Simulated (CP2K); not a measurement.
Crystal: Ti.

```
CELL_PARAMETERS angstrom
4.56737 0.00000 0.00000
-2.28369 3.95546 0.00000
0.00000 0.00000 2.82624
ATOMIC_POSITIONS crystal
Ti 0.66667 0.33333 0.50000
Ti 0.33333 0.66667 0.50000
Ti 0.00000 0.00000 0.00000
```

This isn't the form of Ti at room conditions, which is hcp.

| Property | Result |
| --- | --- |
| Program | CP2K 2026.2 |
| Task | relaxation of cell and atoms |
| Functional | LDA |
| Potentials or basis | GTH_POTENTIALS Ti GTH-PADE-q12; TZVP-MOLOPT-PBE-GTH basis |
| Density cutoff | 6123 eV |
| k mesh | 5 × 5 × 7 |
| Occupations | fermi-dirac, width 0.0259 eV |
| Spin | no spin polarisation |

At the start: pressure -7.2 GPa; volume 17.02 Å³/atom.

Problem. How do energy, volume and symmetry change on relaxing?

Solution. Over 16 steps the energy falls by 25.0 meV/atom and the volume is 15.88 Å³/atom (-6.7 %); space group P6/mmm (No. 191, to 0.05 Å).

Step by step:
| step | energy change (eV) | largest force (eV/Å) | volume (Å³) |
| --- | --- | --- | --- |
| 1 | 0.0000 | 0.0002 | 50.76 |
| 2 | -0.0620 | 0.0078 | 47.76 |
| 3 | -0.0637 | 0.0061 | 48.01 |
| 4 | -0.0659 | 0.0042 | 48.14 |
| 5 | -0.0706 | 0.0003 | 48.17 |
| 6 | -0.0729 | 0.0028 | 47.95 |
| 7 | -0.0735 | 0.0032 | 47.74 |
| 8 | -0.0736 | 0.0028 | 47.68 |
| 9 | -0.0736 | 0.0024 | 47.66 |
| 10 | -0.0737 | 0.0013 | 47.62 |
| 11 | -0.0740 | 0.0010 | 47.57 |
| 12 | -0.0744 | 0.0047 | 47.53 |
| 13 | -0.0747 | 0.0081 | 47.55 |
| 14 | -0.0749 | 0.0084 | 47.60 |
| 15 | -0.0749 | 0.0071 | 47.63 |
| 16 | -0.0749 | 0.0071 | 47.63 |

Final structure:
```xyz
3
Lattice="4.4495 0.0000 0.0000 -2.2243 3.8537 0.0000 0.0000 0.0000 2.7777" Properties=species:S:1:pos:R:3 pbc="T T T"
Ti    2.2240    1.2851    1.3889
Ti    0.0012    2.5687    1.3889
Ti    0.0000    0.0000    0.0000
```

Caveat: the printed path begins after the first move; the basis of atomic orbitals isn't converged, which shifts pressures, moduli and gaps.
